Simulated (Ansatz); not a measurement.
Here is an Ansatz 0.2.0 calculation.

input.yaml

```yaml
crystal:
  lattice:
    - [0.0, 4.1175163063, 4.2628978354]
    - [2.3895119538, 0.0, 4.2628978354]
    - [2.3895119538, 4.1175163063, 0.0]
  atoms:
    - { symbol: Ti, position: [0.75, 0.75, 0.75] }
    - { symbol: Ti, position: [0.5, 0.5, 0.5] }
    - { symbol: Si, position: [0.41256561, 0.08743439, 0.41256561] }
    - { symbol: Si, position: [0.08743439, 0.41256561, 0.08743439] }
    - { symbol: Si, position: [0.16256561, 0.83743439, 0.16256561] }
    - { symbol: Si, position: [0.83743439, 0.16256561, 0.83743439] }
hamiltonian:
  xc: pbesol
  pseudopotentials: { kind: paw }
  hubbard: { sites: [{ species: Ti, l: d, u_eff: 8.0 }] }
kpoints:
  mp_grid: { grid: [7, 7, 7] }
scf:
  occupations: { method: fermi_dirac, width: 0.05 }
output:
  forces: true
  stress: true
  eigenvalues: true
relax:
  f_tol: 0.01
  max_steps: 40
  cell: { stress_tol: 0.05 }
```

Potentials or basis: Ansatz PAW.

The run is started by

```bash
$ ansatz run input.yaml --threads 2 --pin off --max-ram 5632MiB --backend cpu --events-out ev --progress --plain --runs-dir out
```

**Question.** What does it give for the relaxed cell?

**Answer.** a = 6.130 Å, b = 4.915 Å, c = 5.034 Å, α = 76.06°, β = 51.09°, γ = 52.85°.

**Question.** Predict the relaxed volume.

**Answer.** 15.28 Å³/atom.

**Question.** Predict the band gap on the k mesh.

**Answer.** None (metal or under the smearing width).

The path:
```
step  energy change (eV)  largest force (eV/Å)  volume (Å³)
   1              0.0000                0.2302        83.88
   2             -0.1991                0.0836        89.24
   3             -0.2150                0.0536        90.91
   4             -0.2175                0.0310        91.47
   5             -0.2179                0.0155        91.48
   6             -0.2182                0.0015        91.57
   7             -0.2215                0.0002        91.57
   8             -0.2215                0.0005        91.70
   9             -0.2215                0.0005        91.70
```

Caveat: the plane-wave basis is chosen anew once the cell has moved, so the energies of steps on either side of that aren't comparable; U without spin polarisation on a metal has little footing; the PAW data sets come from PBE, with cores solved anew for the run's functional, which leaves a small shift of forces and pressure; the U is typed as a test and isn't derived for this compound.
